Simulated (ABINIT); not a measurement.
Runs of ABINIT 10.8.3 (patched build) on ZnS. Symmetry: F-43m, No. 216, cubic system. Conventional cell: a = 5.404 Å, b = 5.404 Å, c = 5.404 Å, α = 90.00°, β = 90.00°, γ = 90.00°. Around Zn (site symmetry -43m) lie 4 S at 2.34 Å. S (site symmetry -43m) is surrounded by 4 Zn at 2.34 Å. 

```csv
task,level,potentials or basis,k mesh,cutoff (eV),fine-grid cutoff,mesh quality,gap on the mesh (eV),pressure (GPa)
single point,r2SCAN,JTH PAW PBE v2.0,4 × 4 × 4,653,1251.72 eV,coarse,2.63,-0.3
band structure,HCTH407,JTH PAW PBE v2.0,9 × 9 × 9,544,1088.46 eV,not flagged,2.63,-
band structure,HLE16,JTH PAW PBE v2.0,9 × 9 × 9,544,1088.46 eV,not flagged,3.61,-
band structure,AM05,JTH PAW PBE v2.0,9 × 9 × 9,544,1088.46 eV,not flagged,2.08,-
band structure,BP86,JTH PAW PBE v2.0,9 × 9 × 9,544,1088.46 eV,not flagged,(a),-
band structure,LDA,JTH PAW LDA v2.0,9 × 9 × 9,544,1088.46 eV,not flagged,1.84,-
band structure,LDA,PseudoDojo NC SR LDA v0.4 stringent,9 × 9 × 9,980,-,not flagged,1.86,-6.4
single point,LDA,JTH PAW LDA v2.0,12 × 12 × 12,544,1088.46 eV,not flagged,1.84,-
single point,LDA,JTH PAW LDA v2.0,7 × 7 × 7,544,1088.46 eV,not flagged,1.84,-
single point,r2SCAN,JTH PAW PBE v2.0,5 × 5 × 5,653,1251.72 eV,not flagged,2.64,(b)
single point,PBEsol,JTH PAW PBE v2.0,5 × 5 × 5,544,1088.46 eV,not flagged,1.95,-
```

Alike in all rows: no spin polarisation; cell as given; smearing fermi-dirac 0.05 eV.

Q: Estimate the missing entries.

A: (a) 2.04; (b) -0.5.

Caveats: some runs use coarse meshes; the PAW data sets were made with another functional, which shifts forces and pressure a little (some runs); the potentials were made for a functional far from this one (some runs); the potentials were made for another functional, which shifts forces and pressure (some runs).

A k mesh can miss the band edges.

The runs don't all hold the same shells in valence.

Runs at the PBE level aren't shown here.
